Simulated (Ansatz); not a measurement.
Runs of Ansatz 0.2.0 on KZnF3. The structure is cubic, space group Pm-3m (No. 221). The conventional cell has a = 4.050 Å, b = 4.050 Å, c = 4.050 Å, α = 90.00°, β = 90.00°, γ = 90.00°. Around Zn (site symmetry m-3m) lie 6 F at 2.02 Å. Around K (site symmetry m-3m) lie 12 F at 2.86 Å. F (site symmetry 4/mmm) has 2 Zn at 2.02 Å as nearest neighbours. 

```tsv
task	level	k mesh	cutoff (eV)	points for each segment of the path	gap on the mesh (eV)	pressure (GPa)	V0 of scaled cells (Å³/atom)	B0 (GPa)
equation of state	PBEsol	7 × 7 × 7	420	-	-	-	13.31	80
band structure	PBEsol	7 × 7 × 7	420	14	3.83	0.1	-	-
band structure	PBE0	4 × 4 × 4	420	4	7.10	-	-	-
band structure	LDA	7 × 7 × 7	420	14	3.75	(b)	-	-
equation of state	LDA	7 × 7 × 7	420	-	-	-	12.55	96
band structure	HSE06	4 × 4 × 4	420	4	6.35	-	-	-
band structure	r2SCAN	7 × 7 × 7	500	14	4.74	-0.2	-	-
single point	PBE	7 × 7 × 7	420	-	(a)	4.6	-	-
```

Alike in all rows: potentials or basis Ansatz PAW; no spin polarisation; cell as given; smearing fermi-dirac 0.05 eV.

Estimate the missing entries.

(a) 3.97; (b) -4.8.

Caveats: the PAW data sets come from PBE, with cores solved anew for the run's functional, which leaves a small shift of forces and pressure (some runs); the k mesh misses the band edges, so the gap on the mesh is wider than the one along the path (some runs); odd divisions of the mesh miss points on the zone boundary, where band edges often lie, so the gap on the mesh can be too wide (some runs).

Not every run made on this cell is shown here.
